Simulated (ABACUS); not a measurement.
# Ni (P6_3/mmc) in ABACUS: tuning ks solver

Aim: find the choice of ks solver that runs Ni fastest, at PBE. This setting moves, with any that are tied to it; all else stays.

Program: ABACUS 3.10.1. These are calculated values, not measurements. Logs are shortened: lines on timing, memory, paths and dates and some standing lists are left out, and cuts for length are marked.

### 1 The structure

Symmetry: P6_3/mmc, No. 194, hexagonal system. Conventional cell: a = 2.448 Å, b = 2.448 Å, c = 4.073 Å, α = 90.00°, β = 90.00°, γ = 120.00°. Ni (site symmetry -6m2) has 12 Ni at 2.45 to 2.48 Å as nearest neighbours.

This isn't the form of Ni at room conditions, which is fcc.

### 2 With ks solver dav

Input file INPUT:

```
INPUT_PARAMETERS
suffix              Ni
calculation         scf
basis_type          pw
pseudo_dir          ./
symmetry            1
dft_functional      pbe
ecutwfc             105
pseudo_rcut         7
nspin               2
nbands              23
ks_solver           dav
smearing_method     fd
smearing_sigma      0.00734986
scf_thr             1e-08
scf_nmax            60
mixing_type         broyden
mixing_beta         0.4
cal_force           1
cal_stress          1
kpar                4
```

Input file STRU:

```
ATOMIC_SPECIES
Ni 58.6934 Ni.upf

LATTICE_CONSTANT
1.8897261246

LATTICE_VECTORS
2.4480228978 0.0000000000 0.0000000000
-1.2240114489 2.1200500186 0.0000000000
0.0000000000 0.0000000000 4.0728075700

ATOMIC_POSITIONS
Direct

Ni
0.0
2
0.6666666667 0.3333333333 0.7500000000 1 1 1 mag 1
0.3333333333 0.6666666667 0.2500000000 1 1 1 mag 1
```

Input file KPT:

```
K_POINTS
0
Gamma
10 10 6 0 0 0
```

Potentials or basis: PseudoDojo NC SR 0.5 PBE stringent, plane waves.

On the command line:

```console
OMP_NUM_THREADS=1 mpirun -np 4 abacus > log
```

running log:

```text
ABACUS v3.10.1

               Atomic-orbital Based Ab-initio Computation at UStc

 ------------------------------------------------------------------------------------

 READING GENERAL INFORMATION
                           global_out_dir = OUT.Ni/
                           global_in_card = INPUT
                               pseudo_dir = ./
                              orbital_dir =
                                    DSIZE = 4
                                    GSIZE = 1

 READING UNITCELL INFORMATION
                                    ntype = 1
                  lattice constant (Bohr) = 1.88973
              lattice constant (Angstrom) = 1

 READING ATOM TYPE 1
                               atom label = Ni
                      L=0, number of zeta = 1
                      L=1, number of zeta = 1
                      L=2, number of zeta = 1
             number of atom for this type = 2
               magnetization of element 1 = 1

                        TOTAL ATOM NUMBER = 2
DIRECT COORDINATES
    atom                   x                   y                   z     mag                  vx                  vy                  vz
taud_Ni1            0.6666666667        0.3333333333        0.7500000000  1.0000        0.0000000000        0.0000000000        0.0000000000
taud_Ni2            0.3333333333        0.6666666667        0.2500000000  1.0000        0.0000000000        0.0000000000        0.0000000000

                          Volume (Bohr^3) = 142.644
                             Volume (A^3) = 21.1376

 Lattice vectors: (Cartesian coordinate: in unit of a_0)
             +2.44802                  +0                  +0
             -1.22401            +2.12005                  +0
                   +0                  +0            +4.07281
 Reciprocal vectors: (Cartesian coordinate: in unit of 2 pi/a_0)
            +0.408493           +0.235843                  -0
                   -0           +0.471687                  -0
                   +0                  -0           +0.245531
 The esolver type has been set to : ksdft_pw

                PAO radial cut off (Bohr) = 7

 Read in pseudopotential file is Ni.upf
                     pseudopotential type = NC
          exchange-correlation functional = PBE
                 nonlocal core correction = 1
                        valence electrons = 18
                                     lmax = 2
                           number of zeta = 4
                     number of projectors = 6
                           L of projector = 0
                           L of projector = 0
                           L of projector = 1
                           L of projector = 1
                           L of projector = 2
                           L of projector = 2
     initial pseudo atomic orbital number = 20
 The readin total magnetization is 2

 SETUP THE ELECTRONS NUMBER
            electron number of element Ni = 18
      total electron number of element Ni = 36
            AUTOSET number of electrons:  = 36
                           occupied bands = 18
                                   NBANDS = 23
[... 156 lines left out ...]
        1            199           3791
 --------------- sum -------------------
        1            199           3791

 SETUP NONLOCAL PSEUDOPOTENTIALS IN PLANE WAVE BASIS
 Ni non-local projectors:
 projector 1 L=0
 projector 2 L=0
 projector 3 L=1
 projector 4 L=1
 projector 5 L=2
 projector 6 L=2
      TOTAL NUMBER OF NONLOCAL PROJECTORS = 36

 Init Non-Local PseudoPotential table :
 Init Non-Local-Pseudopotential done.

                                     npwx = 2617

 Make real space PAO into reciprocal space.
       max mesh points in Pseudopotential = 701
     dq(describe PAO in reciprocal space) = 0.01
                                    max q = 1234

 number of pseudo atomic orbitals for Ni is 4
WARNING: norm of atomic wavefunction # 3 of atomic type Ni is 0.999992, renormalized
WARNING: norm of atomic wavefunction # 4 of atomic type Ni is 0.997662, renormalized

 -------------------------------------------
 SELF-CONSISTENT
 -------------------------------------------
                                 init_chg = atomic

 PW ALGORITHM --------------- ION=   1  ELEC=   1--------------------------------
 Notice: Threshold on eigenvalues was too large.
 hsover_error=0.36 > DRHO=0.00955971
 Origin diag ethr = 0.01
 New diag ethr = 2.65547e-05
          total magnetism (Bohr mag/cell) = 1.39799
       absolute magnetism (Bohr mag/cell) = 1.47719
                        nelec for spin up = 18.699
                      nelec for spin down = 17.301

 Density error is 0.00949139586212
                          Error Threshold = 2.65547431753e-05
----------------------------------------------------------
     Energy           Rydberg                 eV
----------------------------------------------------------
 E_KohnSham     -676.7947156692      -9208.2645093904
 E_Harris       -676.3553347879      -9202.2864258125
 E_Fermi        1.4071316020         19.1450076227
----------------------------------------------------------
[... 119 lines left out ...]
 Density error is 1.37592655151e-09
                          Error Threshold = 3.79677774902e-11
----------------------------------------------------------
     Energy           Rydberg                 eV
----------------------------------------------------------
 E_KohnSham     -676.7966630618      -9208.2910050265
 E_KS(sigma->0) -676.7924870328      -9208.2341872370
 E_Harris       -676.7971232136      -9208.2972657128
 E_band         -39.4461389866       -536.6922543171
 E_one_elec     -326.3063038864      -4439.6250261744
 E_Hartree      188.2984186812       2561.9314184537
 E_xc           -87.5080280211       -1190.6078018307
 E_Ewald        -451.2723977775      -6139.8759598960
 E_entropy(-TS) -0.0083520580        -0.1136355790
 E_descf        0.0000000000         0.0000000000
 E_exx          0.0000000000         0.0000000000
 E_Fermi        1.4090807604         19.1715272838
----------------------------------------------------------

 charge density convergence is achieved
 final etot is -9208.291005 eV
 EFERMI = 19.171527284 eV

 STATE ENERGY(eV) AND OCCUPATIONS    NSPIN == 2
SPIN UP :
 1/14 kpoint (Cartesian) = 0.0000 0.0000 0.0000 (2575 pws)
       1       -84.5951     0.00166667
       2       -84.5600     0.00166667
       3       -45.0657     0.00166667
       4       -44.8977     0.00166667
       5       -44.8977     0.00166667
       6       -44.8665     0.00166667
[... 140 lines left out ...]
      22        29.0464    6.50148e-46
      23        31.5869    6.02298e-57

[... levels at 22 further k points ...]

------------------------------------------------------------------------------------------
 TOTAL-FORCE (eV/Angstrom)
------------------------------------------------------------------------------------------
                       Ni1         0.0000000000         0.0000000000         0.0000000000
                       Ni2         0.0000000000         0.0000000000         0.0000000000
------------------------------------------------------------------------------------------

----------------------------------------------------------------
 TOTAL-STRESS (KBAR)
----------------------------------------------------------------
        91.6443002440        -0.0000000000         0.0000000000
         0.0000000000        91.6443002389         0.0000000000
         0.0000000000        -0.0000000000        47.5000441956
----------------------------------------------------------------
 TOTAL-PRESSURE: 76.929548 KBAR

 --------------------------------------------
 !FINAL_ETOT_IS -9208.2910050264908932 eV
 --------------------------------------------
```

stdout:

```text
ABACUS v3.10.1

               Atomic-orbital Based Ab-initio Computation at UStc

%%%%%%%%%%%%%%%%%%%%%%%%%%%%%%%%%%%%%%%%%%%%%%%%%%%%%%%%%%%%%%%%%%%%%%%%%%%%%%%%%%%%%%%%%%%%%%%%%%%%%%%%%
 Warning: the number of valence electrons in pseudopotential > 10 for Ni: [Ar] 3d8 4s2
[... 34 lines left out ...]
 TOTAL-STRESS (KBAR)
----------------------------------------------------------------
        91.6443002440        -0.0000000000         0.0000000000
         0.0000000000        91.6443002389         0.0000000000
         0.0000000000        -0.0000000000        47.5000441956
----------------------------------------------------------------
 TOTAL-PRESSURE: 76.929548 KBAR
```

Run time: 11 s. Hardware: 4 MPI ranks of Intel Xeon 6975P-C (Granite Rapids), shared host; peak memory 0.44 GiB.

Results:

```yaml
Free_energy: -9208.2910 eV
Pressure: 7.7 GPa
Band_gap_on_the_k_mesh: none (metal or under the smearing width)
Net_moment: 1.34 μB per cell
Absolute_moment: 1.52 μB per cell
```

### 3 With ks solver cg

INPUT: that of step 2 with these lines changed.

```diff
@@ -11,3 +11,3 @@
 nbands              23
-ks_solver           dav
+ks_solver           cg
 smearing_method     fd
```

STRU is that of step 2.

KPT is that of step 2.

Potentials or basis: PseudoDojo NC SR 0.5 PBE stringent, plane waves.

On the command line:

```console
OMP_NUM_THREADS=1 mpirun -np 4 abacus > log
```

Wall time 16 s (4 MPI ranks of Intel Xeon 6975P-C (Granite Rapids), shared host); peak memory 0.4 GiB.

It converged, with:

- Free energy: -9208.2910 eV
- Pressure: 7.7 GPa
- Band gap on the k mesh: none (metal or under the smearing width)
- Net moment: 1.34 μB per cell
- Absolute moment: 1.52 μB per cell

### 4 With ks solver dav_subspace

INPUT: that of step 3 with these lines changed.

```diff
@@ -11,3 +11,3 @@
 nbands              23
-ks_solver           cg
+ks_solver           dav_subspace
 smearing_method     fd
```

STRU is that of step 3.

KPT is that of step 3.

On the command line:

```console
OMP_NUM_THREADS=1 mpirun -np 4 abacus > log
```

Wall time 12 s (4 MPI ranks of Intel Xeon 6975P-C (Granite Rapids), shared host); peak memory 0.44 GiB.

The run converged. Its results:

```yaml
Free_energy: -9208.2910 eV
Pressure: 7.7 GPa
Band_gap_on_the_k_mesh: none (metal or under the smearing width)
Net_moment: 1.34 μB per cell
Absolute_moment: 1.52 μB per cell
```

### 5 With ks solver bpcg

INPUT: that of step 4 with these lines changed.

```diff
@@ -11,3 +11,3 @@
 nbands              23
-ks_solver           dav_subspace
+ks_solver           bpcg
 smearing_method     fd
```

STRU is that of step 4.

KPT is that of step 4.

On the command line:

```console
OMP_NUM_THREADS=1 mpirun -np 4 abacus > log
```

Wall time 40 s (4 MPI ranks of Intel Xeon 6975P-C (Granite Rapids), shared host); peak memory 0.44 GiB.

It converged, with:

- Free energy: -9208.2910 eV
- Pressure: 7.7 GPa
- Band gap on the k mesh: none (metal or under the smearing width)
- Net moment: 1.34 μB per cell
- Absolute moment: 1.52 μB per cell

### 6 Summary

```tsv
ks solver	energy less the last converged row (meV/atom)	SCF cycles	wall time (s)
dav	0.00	9	11
cg	0.00	10	16
dav_subspace	0.00	9	12
bpcg	0.00	11	40
```

Fastest here: dav (11 s), level within noise with dav_subspace; slowest of those that converged: bpcg (40 s). These are single runs, one after another on one machine, so differences under about a fifth mean little.
